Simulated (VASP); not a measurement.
# Si: restarted molecular dynamics, 2 variants

Si, C2/m (no. 12), 8 atoms in the cell. PBE, molecular dynamics; PAW potentials Si (PBE set).

| Restart from | Temperature at the end (K) | The same without a restart (K) | Potential energy at the end (eV/atom) | The same without a restart (eV/atom) | Electronic steps in the first step after the restart | Time (s) |
|---|---|---|---|---|---|---|
| CONTCAR with velocities, WAVECAR read | 2125.0 | 2125.0 | -4.81820 | -4.81820 | 4 | 145 |
| CONTCAR with velocities, no WAVECAR | 2125.0 | 2125.0 | -4.81820 | -4.81820 | 15 | 135 |

Limits: 120 fs of 8 atoms are too short for converged averages; the cell is only 3.7 Å across, so each atom moves in step with near copies of itself.

## Input of the first row

INCAR.step1:
```
  GGA = PE
  PREC = Normal
  ENCUT = 250
  EDIFF = 1E-6
  NELMIN = 4
  NELM = 60
  ALGO = Fast
  LREAL = Auto
  LASPH = T
  ISMEAR = -1
  SIGMA = 0.069
  ISYM = 0
  LWAVE = T
  LCHARG = F
  IBRION = 0
  NSW = 30
  POTIM = 2.0
  TEBEG = 1600
  ISIF = 2
  RANDOM_SEED = 361513 0 0
  MDALGO = 2
  SMASS = 0
  KPAR = 2
```

INCAR.step2, as INCAR.step1 but for:
```
- LWAVE = T
+ LWAVE = F
```

KPOINTS:
```
k-points
0
Gamma
  3 3 2
```

POSCAR.step1:
```
Si
1.0
    6.9142654484     -1.9229654150      0.0000000000
    6.9142654484      1.9229654150      0.0000000000
   -0.7468658507      0.0000000000      6.2888139324
Si
8
Direct
    0.2728906700      0.2728906700      0.4144223500
    0.7271093300      0.7271093300      0.5855776500
    0.7872573400      0.7872573400      0.9426921900
    0.2127426600      0.2127426600      0.0573078100
    0.4410006500      0.4410006500      0.3466045600
    0.5589993500      0.5589993500      0.6533954400
    0.9444706400      0.9444706400      0.1260364900
    0.0555293600      0.0555293600      0.8739635100
```

Commands (each step's output is kept before the next begins):
```
cat potpaw_PBE.64/Si/POTCAR > POTCAR
cp INCAR.step1 INCAR
cp POSCAR.step1 POSCAR
mpirun -np 2 vasp_std > vasp.out
cp CONTCAR POSCAR
cp INCAR.step2 INCAR
mpirun -np 2 vasp_std > vasp.out
```

Changes of the last row against the first:
```
(step 1)
- LWAVE = True
+ LWAVE = False
```

VASP 6.6.1 took 145 s on 2 cores (Intel Xeon Platinum 8488C (Sapphire Rapids)), a shared host.
